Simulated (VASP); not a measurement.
Wanted: the native input for a VASP 6.6.1 run.

```yaml
Task: relaxation of cell and atoms
Functional: PBEsol
Potentials_or_basis: VASP PAW PBE potentials, release 64 (Zn)
Cutoff: 600 eV
k_mesh: 24 × 24 × 22
Occupations: gaussian, width 0.1 eV
Spin: no spin polarisation
Dipole_correction: no
Further_INCAR_settings: ALGO = Fast; EDIFF = 1e-06; IBRION = 2; EDIFFG = -0.01; NSW = 100; ISIF = 3
```

The structure of Zn lies in POSCAR:

```
Zn
1.0
    2.6709001415      0.0000000000      0.0000000000
   -1.3354500708      2.3130673735      0.0000000000
    0.0000000000      0.0000000000      2.4956223197
Zn
1
Direct
    0.0000000000      0.0000000000      0.0000000000
```

The cell was built by a generator and needn't be a form met in nature.

The input as run:

INCAR

```
SYSTEM = Zn
  ALGO = Fast
  EDIFF = 1E-6
  EDIFFG = -0.01
  ENCUT = 600
  GGA = PS
  IBRION = 2
  ISIF = 3
  ISMEAR = 0
  LASPH = .True.
  LCHARG = .False.
  LREAL = .False.
  LWAVE = .False.
  NELM = 100
  NSW = 100
  PREC = Accurate
  SIGMA = 0.1
```

KPOINTS

```
k-points
0
Gamma
  24 24 22
  0 0 0
```

Potentials or basis: VASP PAW PBE potentials, release 64 (Zn).

Launch:

```console
$ cat potpaw_PBE.64/Zn/POTCAR > POTCAR
$ mpirun -np 1 vasp_std > vasp.out
```

Results of the run:

```yaml
Relaxed_volume: 16.25 Å³/atom
Relaxed_cell: a = 2.530 Å, b = 2.530 Å, c = 2.932 Å, α = 90.00°, β = 90.00°, γ = 120.00°
Space_group_after_relaxing_to_0.05_Å: P6/mmm (No. 191)
Energy_gained_by_relaxing: 70.1 meV/atom
Ionic_steps: 30
Pressure_after_relaxing: 0.1 GPa
Band_gap_on_the_k_mesh: none (metal or under the smearing width)
```

Caveat: the PAW data sets were made with another functional, which shifts forces and pressure a little.

It took 7.6 min on 1 thread of Intel(R) Xeon(R) 6975P-C (Granite Rapids) (shared host), peak memory 0.33 GiB.
